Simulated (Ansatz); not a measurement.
V:

```
V
1.0
    -1.51435    1.51435    1.51435
     1.51435   -1.51435    1.51435
     1.51435    1.51435   -1.51435
V
1
Cartesian
  0.0000 0.0000 0.0000
```

```yaml
Program: Ansatz 0.2.0
Task: relaxation of cell and atoms
Functional: B3LYP
Potentials_or_basis: Ansatz PAW
Cutoff: "420 eV (not typed: the program's choice for these potentials)"
k_mesh: 6 × 6 × 6
Occupations: fermi-dirac, width 0.05 eV
Spin: collinear spin, ferromagnetic start
Starting_moments: "[2.0] μB"
```

At the start: volume 13.89 Å³/atom.

Q: How do energy, volume and symmetry change on relaxing?

A: It ends after 5 steps and the volume is 13.51 Å³/atom (-2.7 %); space group Im-3m (No. 229, to 0.05 Å); moment 0.78 μB per cell.

The path:
| step | energy change (eV) | largest force (eV/Å) | volume (Å³) |
| --- | --- | --- | --- |
| 1 | 0.0000 | 0.0000 | 13.89 |
| 2 | -0.0059 | 0.0000 | 13.43 |
| 3 | -0.0062 | 0.0000 | 13.52 |
| 4 | -0.0062 | 0.0000 | 13.51 |
| 5 | -0.0061 | 0.0000 | 13.51 |

Final structure:
```
CELL_PARAMETERS angstrom
-1.50045 1.50045 1.50045
1.50045 -1.50045 1.50045
1.50045 1.50045 -1.50045
ATOMIC_POSITIONS crystal
V 0.00000 0.00000 0.00000
```

Caveat: the k mesh is coarse (spacing up to 0.49 Å⁻¹), so the values aren't converged, least of all with exact exchange; the magnetic or orbital state may not be the lowest; the plane-wave basis is chosen anew once the cell has moved, so the energies of steps on either side of that aren't comparable; the PAW data sets come from PBE, with cores solved anew for the run's functional, which leaves a small shift of forces and pressure.
